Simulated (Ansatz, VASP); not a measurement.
This is a calculation of Ge for VASP 6.6.1.

The input INCAR:

```
SYSTEM = Ge
PREC = Accurate
ENCUT = 520
EDIFF = 1E-7
ISMEAR = -1
SIGMA = 0.05
LREAL = .FALSE.
LASPH = .TRUE.
NELM = 80
ALGO = Normal
ISIF = 2
LWAVE = .FALSE.
LCHARG = .FALSE.
GGA = PE
NBANDS = 36
```

The input KPOINTS:

```
Automatic mesh
0
G
  8 8 4
  0 0 0
```

The input POSCAR:

```
Ge
1.0
    3.9975858431      0.0000000000      0.0000000000
   -1.9987929216      3.4620108940      0.0000000000
    0.0000000000      0.0000000000      6.5993779500
Ge
4
Direct
    0.3280340000      0.6648870000      0.9395880000
    0.6776310000      0.3391870000      0.4332960000
    0.3436270000      0.6705210000      0.5672550000
    0.6731280000      0.3269050000      0.0611730000
```

Potentials or basis: VASP PAW PBE potentials, release 64 (Ge_d).

The run is started by

```console
$ cat potpaw_PBE.64/Ge_d/POTCAR > POTCAR
$ mpirun -np 1 vasp_std > vasp.out
```

Task: Set up the same calculation for Ansatz 0.2.0. Potentials there: Ansatz PAW.

Result: As run (the cutoff follows the program's own potentials):

input.yaml

```yaml
crystal:
  lattice:
    - [3.9975858431, 0.0, 0.0]
    - [-1.9987929216, 3.462010894, 0.0]
    - [0.0, 0.0, 6.59937795]
  atoms:
    - { symbol: Ge, position: [0.328034, 0.664887, 0.939588] }
    - { symbol: Ge, position: [0.677631, 0.339187, 0.433296] }
    - { symbol: Ge, position: [0.343627, 0.670521, 0.567255] }
    - { symbol: Ge, position: [0.673128, 0.326905, 0.061173] }
hamiltonian:
  xc: pbe
  pseudopotentials: { kind: paw }
kpoints:
  mp_grid: { grid: [8, 8, 4] }
scf:
  occupations: { method: fermi_dirac, width: 0.05 }
output:
  forces: true
  stress: true
  eigenvalues: true
```

Potentials or basis: Ansatz PAW.

Run with:

```console
$ ansatz run input.yaml --threads 2 --pin off --max-ram 5120MiB --backend cpu --events-out ev --progress --plain --runs-dir out
```

Both were run:

|  | VASP | Ansatz | Ansatz less VASP |
| --- | --- | --- | --- |
| gap on the k mesh at the Fermi level (eV) | 0.06 | 0.07 | +0.004 |
| least direct gap on the mesh (eV) | 0.06 | 0.07 | +0.004 |
| pressure (GPa) | 3.0 | 3.0 | +0.02 |
| largest component of the traceless stress (GPa) | 0.76 | 0.77 | +0.004 |
| rms of the force components (eV/Å) | 0.307 | 0.308 | +0.0002 |

Atom by atom the forces differ by 0.001 eV/Å (rms over components). The functional is the same, so the differences come from potentials, cutoffs and numerics.

A k mesh can miss the band edges.
